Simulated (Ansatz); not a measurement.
As in Ansatz: the effect of functional

The system is As.

```
As
1.0
     1.84240    1.06371    3.44233
    -1.84240    1.06371    3.44233
     0.00000   -2.12742    3.44233
As
2
Direct
  0.22600 0.22600 0.22600
  0.77400 0.77400 0.77400
```

The cell isn't the ideal one: volume scaled by 0.94.

Alike in all runs:

```yaml
Program: Ansatz 0.2.0
Task: single point
Potentials_or_basis: Ansatz PAW
k_mesh: 9 × 9 × 9
Occupations: fermi-dirac, width 0.05 eV
Spin: no spin polarisation
```

```csv
functional,cutoff,pressure (GPa),largest force (eV/Å)
LDA,420 eV (not typed: the program's choice for these potentials),3.9,0.70
PBEsol,420 eV (not typed: the program's choice for these potentials),5.7,0.82
r2SCAN,500 eV (not typed: the program's choice for these potentials),?,?
```

**Question.** What does the run with functional r2SCAN give?

**Answer.** Pressure 7.6 GPa; largest force 0.59 eV/Å.

Caveats: the PAW data sets come from PBE, with cores solved anew for the run's functional, which leaves a small shift of forces and pressure.
